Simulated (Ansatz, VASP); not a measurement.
**TiB in VASP and in Ansatz**

The input INCAR:

```
SYSTEM = TiB
PREC = Accurate
ENCUT = 520
EDIFF = 1E-8
ISMEAR = -1
SIGMA = 0.05
LREAL = .False.
LASPH = .True.
NELM = 80
ALGO = Normal
ISIF = 2
LWAVE = .False.
LCHARG = .False.
LEFG = .True.
NBANDS = 14
```

File KPOINTS:

```
regular mesh
0
Gamma
  13 13 13
  0 0 0
```

Contents of POSCAR:

```
TiB
1.0
    0.0000000000      2.0726046273      2.0726046273
    2.0726046273      0.0000000000      2.0726046273
    2.0726046273      2.0726046273      0.0000000000
Ti B
1 1
Direct
    0.7500000000      0.7500000000      0.7500000000
    0.0000000000      0.0000000000      0.0000000000
```

Input for Ansatz:

```yaml
crystal:
  lattice:
    - [0.0, 2.0726046273, 2.0726046273]
    - [2.0726046273, 0.0, 2.0726046273]
    - [2.0726046273, 2.0726046273, 0.0]
  atoms:
    - { symbol: Ti, position: [0.75, 0.75, 0.75] }
    - { symbol: B, position: [0.0, 0.0, 0.0] }
kpoints:
  mp_grid: { grid: [13, 13, 13] }
scf:
  occupations: { method: fermi_dirac, width: 0.05 }
hamiltonian:
  xc: lda
  pseudopotentials: { kind: all_electron, datasets: crystal }
output:
  forces: true
  stress: true
  eigenvalues: true
  efg: { contact_densities: true }
```

Change from the starting cell: volume scaled by 0.96, crystal datasets.

Alike in both runs: task electric field gradients; functional LDA; k mesh 13 × 13 × 13; occupations fermi-dirac, width 0.05 eV; no spin polarisation.

```csv
,VASP,Ansatz
version,VASP 6.6.1,Ansatz 0.2.0
potentials or method,"VASP PAW LDA potentials, release 64 (Ti_sv, B)","all-electron PAW with datasets made for the crystal, scalar-relativistic"
plane-wave cutoff (eV),520,see its input
```

VASP gave:

| Property | Result |
| --- | --- |
| pressure (GPa) | 123.4 |
| Vzz of the field gradient on the site that differs most (V/Å²) | 0.0 |

Which values does Ansatz return?

Pressure (GPa): 123.5; Vzz of the field gradient on the site that differs most (V/Å²): 0.0.

Ansatz ran all-electron here, so the differences hold the error of VASP's frozen core and of both bases.

Caveats: the cell as given lies far from equilibrium; so large a pressure means that the cell lies far from this level's equilibrium, or that cutoff or potentials fall short (VASP).
